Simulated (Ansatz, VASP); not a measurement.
# Cross-check of GaSb between VASP and Ansatz

Aim: how closely do two programs agree when they are given the same cell, functional and k mesh? The cell is a member of a volume series, scaled by 0.985 from a relaxed one, so a pressure remains.

Calculated with Ansatz 0.2.0; plane waves, with VASP 6.6.1 beside it; single point at PBEsol and single point at r2SCAN.

### 1. Starting point

It takes space group F-43m (No. 216, cubic). The conventional cell has a = 6.084 Å, b = 6.084 Å, c = 6.084 Å, α = 90.00°, β = 90.00°, γ = 90.00°. Sb has 4 Ga at 2.63 Å nearest. Nearest to Ga lie 4 Sb at 2.63 Å. Farther neighbours are not listed.

### 2. VASP: single point, PBEsol, volume scaled by 0.985

With cell and atoms fixed, the geometry can't cause a difference; cores, projectors, grids and the points listed under the comparison can.

Lines of VASP's logs that name or quote its potential files are left out, and so is its time.

The input asks for a relaxation, which ended at its first step since no free force or stress exceeded the threshold; so it serves as a single point.

Input file INCAR:

```
SYSTEM = GaSb
PREC = Accurate
ENCUT = 500
EDIFF = 1E-06
NELM = 100
ISMEAR = 0
SIGMA = 0.05
LREAL = .FALSE.
ALGO = Normal
GGA = PS
NBANDS = 15
LORBIT = 11
LWAVE = .FALSE.
LCHARG = .FALSE.
KPAR = 4
IBRION = 2
NSW = 30
ISIF = 4
EDIFFG = -0.01
```

Input file POSCAR:

```
GaSb
1.0
    0.0000000000      3.0421294130      3.0421294130
    3.0421294130      0.0000000000      3.0421294130
    3.0421294130      3.0421294130      0.0000000000
Sb Ga
1 1
Direct
    0.7500000000      0.7500000000      0.7500000000
    0.0000000000      0.0000000000      0.0000000000
```

Input file KPOINTS:

```
Automatic mesh
0
Gamma
10 10 10
0 0 0
```

PAW data sets: Sb and Ga_d (PBE family, release 64).

The run is started by

```bash
mpirun -np 4 vasp_std
```

Numbers of over 12 decimals in the logs are rounded to 6 here.

What it wrote:

```text
[banner, memory and clock lines left out]
running    4 mpi-ranks, on    1 nodes
 distrk:  each k-point on    1 cores,    4 groups
 distr:  one band on    1 cores,    1 groups

 POSCAR found type information on POSCAR SbGa
 POSCAR found :  2 types and       2 ions
|                                                                             |
|               ----> ADVICE to this user running VASP <----                  |
|                                                                             |
|     You enforced a specific xc type in the INCAR file but a different       |
|     [... a line on the potential file left out ...]
|     I HOPE YOU KNOW WHAT YOU ARE DOING!                                     |
|                                                                             |

 LDA part: xc-table for (Slater+PW92), standard interpolation
 POSCAR, INCAR and KPOINTS ok, starting setup
 FFT: planning ... GRIDC
 FFT: planning ... GRID_SOFT
 FFT: planning ... GRID
 WAVECAR not read
 entering main loop
       N       E                     dE             d eps       ncg     rms          rms(c)
DAV:   1     0.767396652546E+02    0.76740E+02   -0.85836E+03  1442   0.144E+03
DAV:   2    -0.249878036772E+01   -0.79238E+02   -0.76556E+02  1634   0.293E+02
DAV:   3    -0.815839697881E+01   -0.56596E+01   -0.56418E+01  1690   0.656E+01
DAV:   4    -0.825253659222E+01   -0.94140E-01   -0.94124E-01  1744   0.937E+00
DAV:   5    -0.825477403364E+01   -0.22374E-02   -0.22374E-02  1802   0.127E+00    0.319E+00
DAV:   6    -0.817776973983E+01    0.77004E-01   -0.88577E-02  1839   0.529E+00    0.188E+00
DAV:   7    -0.815062701095E+01    0.27143E-01   -0.46368E-02  1774   0.203E+00    0.368E-01
DAV:   8    -0.815067208441E+01   -0.45073E-04   -0.49613E-03  1829   0.895E-01    0.105E-01
DAV:   9    -0.815095315537E+01   -0.28107E-03   -0.46057E-04  1634   0.175E-01    0.403E-02
DAV:  10    -0.815094430855E+01    0.88468E-05   -0.19521E-05  1893   0.394E-02    0.119E-02
DAV:  11    -0.815095316634E+01   -0.88578E-05   -0.12299E-05  1606   0.258E-02    0.436E-03
DAV:  12    -0.815095326360E+01   -0.97260E-07   -0.42792E-07  1391   0.681E-03
   1 F= -.81509533E+01 E0= -.81509387E+01  d E =-.815095E+01
 curvature:   0.00 expect dE= 0.000E+00 dE for cont linesearch  0.000E+00
 trial: gam= 0.00000 g(F)=  0.223E-45 g(S)=  0.421E-33 ort = 0.000E+00 (trialstep = 0.100E+01)
 search vector abs. value=  0.100E-09
 reached required accuracy - stopping structural energy minimisation
```

Parts of OUTCAR (step 2):

```text
ion  position               nearest neighbor table
   1  0.750  0.750  0.750-   2 2.63   2 2.63   2 2.63   2 2.63
   2  0.000  0.000  0.000-   1 2.63   1 2.63   1 2.63   1 2.63

  LATTYP: Found a face centered cubic cell.
 ALAT       =     6.0842588260

 Subroutine GETGRP returns: Found 24 space group operations
 (whereof 24 operations were pure point group operations)

The static configuration has the point symmetry T_d .

 Found     47 irreducible k-points:

   k-points           NKPTS =     47   k-points in BZ     NKDIM =     47   number of bands    NBANDS=     15

   dimension x,y,z NGX =    32 NGY =   32 NGZ =   32
   dimension x,y,z NGXF=    64 NGYF=   64 NGZF=   64

   ENCUT  =  500.0 eV  36.75 Ry    6.06 a.u.   7.84  7.84  7.84*2*pi/ulx,y,z

   NELECT =      18.0000    total number of electrons

 k-points in reciprocal lattice and weights: Automatic mesh
   0.00000000  0.00000000  0.00000000       0.001
   0.10000000  0.00000000  0.00000000       0.008
   0.20000000  0.00000000  0.00000000       0.008
   0.30000000  0.00000000  0.00000000       0.008
   0.40000000  0.00000000  0.00000000       0.008
   0.50000000  0.00000000  0.00000000       0.004
   0.10000000  0.10000000  0.00000000       0.006
   0.20000000  0.10000000  0.00000000       0.024
   0.30000000  0.10000000  0.00000000       0.024
[...]
-0.30000000  0.40000000  0.20000000       0.024
  -0.30000000  0.50000000  0.20000000       0.012

 average (electrostatic) potential at core
       1 -87.3381       2 -65.4051

 E-fermi :   4.9654

 k-point     1 :       0.0000    0.0000    0.0000
  band No.  band energies     occupation
    ...
      5     -10.0772      2.00000
      6      -6.7197      2.00000
      7       4.9013      1.93027
      8       4.9013      1.93026
      9       4.9013      1.93026
     10       5.0098      0.20921
     11       7.6533      0.00000
     12       7.6533      0.00000
     13       7.6533      0.00000
     14      10.5435      0.00000
    ...

 k-point     2 :       0.1000    0.0000    0.0000
  band No.  band energies     occupation
    ...
      5     -10.0773      2.00000
      6      -6.6145      2.00000
      7       3.3153      2.00000
      8       4.7230      2.00000
      9       4.7230      2.00000
     10       5.9134      0.00000
     11       7.8957      0.00000
     12       7.8957      0.00000
     13       8.0540      0.00000
     14      11.1392      0.00000
    ...

 k-point     3 :       0.2000    0.0000    0.0000
  band No.  band energies     occupation
    ...
      5     -10.0776      2.00000
      6      -6.3080      2.00000
      7       1.6180      2.00000
      8       4.3589      2.00000
      9       4.3589      2.00000
     10       5.8446      0.00000
     11       8.3565      0.00000
     12       8.3565      0.00000
     13       9.3373      0.00000
     14      12.0004      0.00000
    ...

  Total        0.2738807      0.2738807      0.2738807     -0.0000000     -0.0000000      0.0000000
  in kB        7.7930762      7.7930762      7.7930762     -0.0000000     -0.0000000      0.0000000
  external PRESSURE =       7.7930762 kB  Pullay stress =       0.0000000 kB

  energy-cutoff  :      500.00
  volume of cell :       56.31
      direct lattice vectors                 reciprocal lattice vectors
     0.000000000  3.042129413  3.042129413    -0.164358557  0.164358557  0.164358557
     3.042129413  0.000000000  3.042129413     0.164358557 -0.164358557  0.164358557
     3.042129413  3.042129413  0.000000000     0.164358557  0.164358557 -0.164358557

 POSITION                                       TOTAL-FORCE (eV/Angst)
 -----------------------------------------------------------------------------------
      4.56319      4.56319      4.56319         0.000000      0.000000      0.000000
      0.00000      0.00000      0.00000        -0.000000     -0.000000     -0.000000
 -----------------------------------------------------------------------------------
    total drift:                               -0.000000     -0.000000     -0.000000

  FREE ENERGIE OF THE ION-ELECTRON SYSTEM (eV)
  ---------------------------------------------------
  free  energy   TOTEN  =        -8.1509532636 eV

  energy  without entropy=       -8.1509241004  energy(sigma->0) =       -8.15093868

 reached required accuracy - stopping structural energy minimisation

 total charge
# of ion       s       p       d       tot
------------------------------------------
    1        1.130   1.346   0.028   2.504
    2        0.909   0.781   9.965  11.655
--------------------------------------------------
tot          2.039   2.127   9.993  14.159

[... 3 further parts left out ...]
```

### 3. Ansatz: single point, PBEsol, volume scaled by 0.985

Ansatz runs on its default PAW (the set named soft_2) files.

The same cell, functional, mesh and smearing now go to Ansatz, which takes its cutoff from its data sets.

Input file input.yaml:

```yaml
crystal:
  lattice:
    - [0.0, 3.04212941, 3.04212941]
    - [3.04212941, 0.0, 3.04212941]
    - [3.04212941, 3.04212941, 0.0]
  atoms:
    - { symbol: Sb, position: [0.75, 0.75, 0.75] }
    - { symbol: Ga, position: [0.0, 0.0, 0.0] }
hamiltonian:
  xc: pbesol
  pseudopotentials: { kind: paw }
kpoints:
  mp_grid: { grid: [10, 10, 10] }
scf:
  occupations: { method: gaussian, width: 0.05 }
  n_extra_bands: 4
output:
  forces: true
  stress: true
  eigenvalues: true
```

The run is started by

```bash
ansatz run input.yaml --threads 2 --pin off --max-ram 4608MiB --backend cpu --events-out ev --progress --plain --runs-dir out
```

What it wrote:

```text
scf.n_extra_bands = 4 over 14 filled bands (N_el = 28.0): the run solves 18 bands
Engine: ansatz 0.2.0, aarch64-unknown-linux-gnu
Pseudopotentials: kind: paw
Pseudopotential: Sb, paw, valence charge 15, recommended cutoff 420 eV (normal), Sb.paw.azcp
Pseudopotential: Ga, paw, valence charge 13, recommended cutoff 420 eV (normal), Ga.paw.azcp
Functional definition: PBEsol
  exchange = pbesol_x
  correlation = pbesol_c
Crystal: 2 atoms, lattice volume = 56.307 Å³
Basis set: ecut = 420 eV, 1067 PW (Γ), exchange–correlation on 60×60×60 points (8 copies of the dense FFT grid, shifted against one another)
Bands: 18, of which v1, the nominal top of the filled ones, is band 14 counted from 1 (13 counted from 0)
Symmetry: 24 space group operations
Space group: F-43m (ITA 216), of the structure as read, at distance tolerance 3.8e-5 Å
k-points: 47 of 1000 (time reversal used)
Non-local potential: Sb, projectors of the file, l = 0: 2, l = 1: 2, l = 2: 2, l = 3: 2
Non-local potential: Ga, projectors of the file, l = 0: 2, l = 1: 2, l = 2: 3, l = 3: 1
PAW form: soft (Blöchl's): semilocal exchange-correlation on the pseudo side does not see the compensation charge
PAW frozen core: Sb, regenerated for the run's functional, and the local potential with it (the file was generated under x = pbe(κ = 0.804, μ = 0.219515), c = pbe(β = 0.066725))
PAW frozen core: Ga, regenerated for the run's functional, and the local potential with it (the file was generated under x = pbe(κ = 0.804, μ = 0.219515), c = pbe(β = 0.066725))
PAW one-centre angular grid: Sb, 590 points (default); XC on 64 Gauss nodes
PAW one-centre angular grid: Ga, 590 points (default); XC on 64 Gauss nodes
Initial density: superposition of atomic densities (neutral atoms: chi_scale 0, normalization atom), corrected by the library's trained network
Initial wavefunctions: pseudopotential atomic-orbital guess
Functional: x = pbesol(κ = 0.804, μ = 0.123457), c = pbesol(β = 0.046)
SCF iter   1: F=—  HF=-10151.534163 eV  |F-HF|=—  |Δ(HF+E_count)|=         —  Δρ=2.57e-3  dr2=4.91e-3  ethr=1.77e-3  ⟨swp⟩=6.1  Hψ=4293  notcnv=0
preconditioner: auto → none  [insulator: Δε(μ)=0.099 eV  Ē_g=14.575 eV  σ=0.050 eV  W_gap=0.82  n_scr=14 (ndim 8)  ℏωp=21.0 eV  f_vac=0.086  D(μ)=0.03/eV (n_scr^D=0)  ε∞_Penn≈3.1]
SCF iter   2: F=—  HF=-10151.531154 eV  |F-HF|=—  |Δ(HF+E_count)|=   3.01e-3  Δρ=1.15e-3  dr2=5.78e-4  ethr=1.75e-5  ⟨swp⟩=2.0  Hψ=1661  notcnv=0
SCF iter   3: F=—  HF=-10151.531315 eV  |F-HF|=—  |Δ(HF+E_count)|=   1.61e-4  Δρ=3.02e-4  dr2=4.54e-5  ethr=2.06e-6  ⟨swp⟩=2.1  Hψ=1447  notcnv=0
SCF iter   4: F=—  HF=-10151.531313 eV  |F-HF|=—  |Δ(HF+E_count)|=   2.24e-6  Δρ=1.80e-4  dr2=1.20e-5  ethr=1.62e-7  ⟨swp⟩=2.0  Hψ=1270  notcnv=0
SCF iter   5: F=—  HF=-10151.531311 eV  |F-HF|=—  |Δ(HF+E_count)|=   1.40e-6  Δρ=4.40e-5  dr2=7.30e-7  ethr=4.27e-8  ⟨swp⟩=2.0  Hψ=1270  notcnv=0
SCF iter   6: F=-10151.531312 eV  HF=-10151.531312 eV  |F-HF|=1.77e-8  |Δ(HF+E_count)|=   4.48e-7  Δρ=5.92e-6  dr2=1.82e-8  ethr=3.57e-10  ⟨swp⟩=6.3  Hψ=4272  notcnv=0
SCF 1 converged in 6 iterations: F = -10151.531312 eV  dr2 = 1.82e-8
  greatest PAW one-centre occupation: 0.996 electrons in one spin orbital (limit 2), on the Sb atom at site 0 (counted from 0), in its partial waves of l = 2
SCF converged after 6 iterations
Free energy (F): -10151.531312 eV
Harris-Foulkes:  -10151.531312 eV  (|F-HF|=1.77e-8)
Internal energy: -10151.531274 eV  (E = F + TS)
E sigma→0 (E₀):  -10151.531293 eV
Entropy (-TS):   -0.000037 eV (-0.019 meV/atom)
Fermi energy:    7.839720 eV
--- Per-component energies (eV) ---
  E_band       = -259.502749
  E_kinetic    = 323.979026
  E_local      = -3894.482851  (includes V_loc(G=0)·N_el)
  E_nonlocal   = 790.239520
  E_hartree    = 1790.950278
  E_xc         = -206.020687
  E_vxc        = -154.775310  (∫ρ·V_xc dr)
  E_paw        = -6449.641735  (= ΣΔE_a)
  E_vpaw       = -906.359028  (= ΣTr[D̂ρ^β])
  E_aug_tail   = -0.000115  (compensation charges beyond the density's cutoff)
  E_ewald      = -2507.749545
  E_core_change = 1.194835  (= ΣΔE_core)
  E_smearing   = -0.000037  (= −TS)
  E_closure    = -0.000000  (closes the sum)
  Σ components = -10151.531312   (vs F -10151.531312, Δ=0.00e0)
--- Forces (eV/Å), atoms counted from 1 ---
  atom   1  Sb     0.00000000    -0.00000000     0.00000000
  atom   2  Ga    -0.00000000     0.00000000     0.00000000
  max |Σ_I F_I| component: 1.85e-17 eV/Å
--- Stress (GPa, compression-positive) ---
        0.686019      -0.000000       0.000000
        0.000000       0.686019       0.000000
       -0.000000       0.000000       0.686019
  P = ⅓ Tr σ = 0.6860 GPa (6.860 kbar)
--- Band table (eV; the first three rows and the last of 47) ---
  k-point 0: bands = [... 10 lower, -3.8397, 7.7810, 7.7810, 7.7810, 7.8771, 10.5464, 10.5464, 10.5464]
  k-point 1: bands = [... 10 lower, -3.7345, 6.1937, 7.6038, 7.6038, 8.7890, 10.7883, 10.7883, 10.9419]
  k-point 2: bands = [... 10 lower, -3.4283, 4.5016, 7.2415, 7.2415, 8.7252, 11.2493, 11.2493, 12.2201]
  k-point 46: bands = [... 10 lower, -1.2815, 1.0205, 4.3993, 4.6047, 10.8886, 11.1349, 13.1780, 13.1815]
```

Run time: 3.7 s. Hardware: 2 threads of Arm Neoverse N1, shared host; peak memory 0.36 GiB.

The run ends at a pressure of 0.69 GPa.

### 4. Comparison

Known differences besides the potentials themselves: the data sets hold 28 valence electrons in Ansatz (default PAW (the set named soft_2) files) and 18 in VASP; the cutoff is 420 eV in Ansatz and 500 eV in VASP; Ansatz makes its cores anew for this functional, VASP keeps those of its PBE data sets; VASP leaves aspherical gradient terms in its spheres out (LASPH is not set), Ansatz keeps them. Total energies have different zeros and are not compared.

Compared:

```csv
quantity,Ansatz,VASP,difference
pressure (GPa),0.69,0.78,-0.09
gap on the k mesh (eV),0.096,0.108,-0.012
```

A gap on the mesh is an upper bound, since the band edges may lie between its points. Ansatz's pressure holds a Pulay correction of 0.03 GPa; VASP's holds none.

### 5. Further runs

Further runs change the set-up of one program: Ansatz's method, potentials or start, or VASP's data sets, cutoff or form of LDA. The table gives Ansatz less VASP for each quantity, since a change that brings one quantity closer may part another.

```csv
run,pressure (GPa),gap on the k mesh (eV)
as above,-0.093,-0.012
Ansatz's all-electron LAPW method,-0.087,-0.0065
```

### 6. VASP: single point, PBEsol, volume scaled by 0.97

With cell and atoms fixed, the geometry can't cause a difference; cores, projectors, grids and the points listed under the comparison can. The cell compared in this pair holds 55.45 Å³, against 56.31 Å³ for the pair before.

The input asks for a relaxation, which ended at its first step since no free force or stress exceeded the threshold; so it serves as a single point.

Changes to INCAR since step 2:

```diff
@@ -3,3 +3,3 @@
 ENCUT = 500
-EDIFF = 1E-06
+EDIFF = 1E-07
 NELM = 100
@@ -16,4 +16,4 @@
 IBRION = 2
-NSW = 30
+NSW = 50
 ISIF = 4
-EDIFFG = -0.01
+EDIFFG = -0.002
```

Input file POSCAR:

```
GaSb
1.0
    0.0000000000      3.0266080745      3.0266080745
    3.0266080745      0.0000000000      3.0266080745
    3.0266080745      3.0266080745      0.0000000000
Sb Ga
1 1
Direct
    0.7500000000      0.7500000000      0.7500000000
    0.0000000000      0.0000000000      0.0000000000
```

KPOINTS is that of step 2.

The run is started by

```bash
mpirun -np 4 vasp_std
```

What it wrote:

```text
[banner, memory and clock lines left out]
running    4 mpi-ranks, on    1 nodes
[...]
[... a notice as in an earlier step ...]

 LDA part: xc-table for (Slater+PW92), standard interpolation
 POSCAR, INCAR and KPOINTS ok, starting setup
[...]
entering main loop
       N       E                     dE             d eps       ncg     rms          rms(c)
DAV:   1     0.818146192459E+02    0.81815E+02   -0.85215E+03  1418   0.143E+03
DAV:   2    -0.184005630385E+01   -0.83655E+02   -0.80619E+02  1627   0.312E+02
DAV:   3    -0.813846317674E+01   -0.62984E+01   -0.62697E+01  1676   0.686E+01
DAV:   4    -0.824924545376E+01   -0.11078E+00   -0.11076E+00  1756   0.102E+01
[...]
DAV:  10    -0.814441023349E+01    0.94342E-05   -0.19842E-05  1876   0.401E-02    0.119E-02
DAV:  11    -0.814441890634E+01   -0.86729E-05   -0.11990E-05  1585   0.253E-02    0.430E-03
DAV:  12    -0.814441899714E+01   -0.90797E-07   -0.44214E-07  1844   0.656E-03
   1 F= -.81444190E+01 E0= -.81444186E+01  d E =-.814442E+01
[...]
reached required accuracy - stopping structural energy minimisation
```

From OUTCAR (step 6):

```text
  Total        0.5728722      0.5728722      0.5728722      0.0000000      0.0000000      0.0000000
  in kB       16.5527356     16.5527356     16.5527356      0.0000000      0.0000000      0.0000000
  external PRESSURE =      16.5527356 kB  Pullay stress =       0.0000000 kB

 POSITION                                       TOTAL-FORCE (eV/Angst)
 -----------------------------------------------------------------------------------
      4.53991      4.53991      4.53991        -0.000000     -0.000000      0.000000
      0.00000      0.00000      0.00000         0.000000      0.000000     -0.000000
 -----------------------------------------------------------------------------------
    total drift:                               -0.000000     -0.000000     -0.000001

  FREE ENERGIE OF THE ION-ELECTRON SYSTEM (eV)
  ---------------------------------------------------
  free  energy   TOTEN  =        -8.1444189971 eV

  energy  without entropy=       -8.1444182194  energy(sigma->0) =       -8.14441861

[... 2 parts as in an earlier step ...]

[... 2 further parts left out ...]
[key lines of the parts left out:]
E-fermi :   5.1777
```

### 7. Ansatz: single point, PBEsol, volume scaled by 0.97

The same cell, functional, mesh and smearing now go to Ansatz, which takes its cutoff from its data sets.

The cell is a member of a volume series, scaled by 0.97 from a relaxed one, so a pressure remains.

input.yaml, the sections that differ from step 3:

```yaml
crystal:
  lattice:
    - [0.0, 3.02660807, 3.02660807]
    - [3.02660807, 0.0, 3.02660807]
    - [3.02660807, 3.02660807, 0.0]
  atoms:
    - { symbol: Sb, position: [0.75, 0.75, 0.75] }
    - { symbol: Ga, position: [0.0, 0.0, 0.0] }
# hamiltonian, kpoints, scf, output: as in step 3
```

The run is started by

```bash
ansatz run input.yaml --threads 2 --pin off --max-ram 4608MiB --backend cpu --events-out ev --progress --plain --runs-dir out
```

What it wrote:

```text
[...]
Crystal: 2 atoms, lattice volume = 55.450 Å³
Basis set: ecut = 420 eV, 1067 PW (Γ), exchange–correlation on 60×60×60 points (8 copies of the dense FFT grid, shifted against one another)
Bands: 18, of which v1, the nominal top of the filled ones, is band 14 counted from 1 (13 counted from 0)
Symmetry: 24 space group operations
[...]
k-points: 47 of 1000 (time reversal used)
[...]
--- Band table (eV; the first three rows and the last of 47) ---
  k-point 0: bands = [... 10 lower, -3.7452, 7.9856, 7.9856, 7.9856, 8.1921, 10.7464, 10.7464, 10.7464]
  k-point 1: bands = [... 10 lower, -3.6381, 6.4160, 7.8035, 7.8035, 9.0574, 10.9938, 10.9938, 11.1652]
  k-point 2: bands = [... 10 lower, -3.3258, 4.6924, 7.4328, 7.4328, 8.9722, 11.4621, 11.4621, 12.4823]
  k-point 46: bands = [... 10 lower, -1.1209, 1.1578, 4.5323, 4.7394, 11.1193, 11.3450, 13.4118, 13.4244]
[key lines of the parts left out:]
SCF converged after 6 iterations
Free energy (F): -10151.525340 eV
Fermi energy:    8.094867 eV
P = ⅓ Tr σ = 1.5578 GPa (15.578 kbar)
```

It took 3.6 s on 2 threads; peak memory 0.36 GiB; 6.8 s of CPU time.

The run ends at a pressure of 1.56 GPa.

### 8. Differences

Both answers:

```csv
quantity,Ansatz,VASP,difference
pressure (GPa),1.56,1.66,-0.10
gap on the k mesh (eV),0.207,0.220,-0.013
```

A gap on the mesh is an upper bound, since the band edges may lie between its points. Ansatz's pressure holds a Pulay correction of 0.04 GPa; VASP's holds none.

### 9. Further runs

Further runs change the set-up of one program: Ansatz's method, potentials or start, or VASP's data sets, cutoff or form of LDA. The table gives Ansatz less VASP for each quantity, since a change that brings one quantity closer may part another.

```csv
run,pressure (GPa),gap on the k mesh (eV)
as above,-0.097,-0.013
Ansatz's all-electron LAPW method,-0.090,-0.0071
```

[end of part 1 of 2]

[Lines on the potential files, build, host, timing and source positions are cut from VASP's logs without a mark.]

[Logs are printed without paths, hosts, clocks, repeated set-up lines and the standing remarks that a program may print on its own settings, such as how far it seeks lower states.]

[Hosts, paths, dates, database ids (printed as entryN), source tags and the programs' standing remarks are cut or masked in the printed files.]
